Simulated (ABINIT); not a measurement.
TiSi2:

```xyz
6
Lattice="1.7651 -6.7593 0.0000 1.7651 6.7593 0.0000 0.0000 0.0000 3.5652" Properties=species:S:1:pos:R:3 pbc="T T T"
Ti    1.7651    5.3653    0.8913
Ti    1.7651   -5.3653    2.6739
Si    1.7651   -3.3839    0.8913
Si    1.7651    3.3839    2.6739
Si    1.7651    0.7875    0.8913
Si    1.7651   -0.7875    2.6739
```

The cell comes from a database or a generator and needn't be the stable form of this composition.

```yaml
Program: ABINIT 10.8.3 (patched build)
Task: relaxation of cell and atoms
Functional: LDA
Potentials_or_basis: JTH PAW LDA v2.0
Cutoff: 408 eV
k_mesh: 6 × 6 × 6
Occupations: fermi-dirac, width 0.05 eV
Spin: no spin polarisation
```

At the start: pressure -5.1 GPa; volume 14.18 Å³/atom.

Problem. Where does the relaxation end?

Solution. Over 7 steps the energy falls by 9.3 meV/atom and the volume is 13.63 Å³/atom (-3.8 %); space group Cmcm (No. 63, to 0.05 Å).

Step by step:
```tsv
step	energy change (eV)	largest force (eV/Å)	pressure (GPa)	volume (Å³)
1	0.0000	0.1310	-5.07	85.07
2	-0.0334	0.1641	-2.94	83.76
3	-0.0506	0.1876	0.19	81.98
4	-0.0517	0.1652	0.14	81.97
5	-0.0557	0.0301	0.03	81.79
6	-0.0558	0.0225	0.00	81.80
7	-0.0560	0.0045	-0.03	81.81
```

Final structure:
```
CELL_PARAMETERS angstrom
1.74546 -6.63645 0.00000
1.74546 6.63645 0.00000
0.00000 0.00000 3.53117
ATOMIC_POSITIONS crystal
Ti 0.10242 0.89758 0.25000
Ti 0.89758 0.10242 0.75000
Si 0.75071 0.24929 0.25000
Si 0.24929 0.75071 0.75000
Si 0.43997 0.56003 0.25000
Si 0.56003 0.43997 0.75000
```
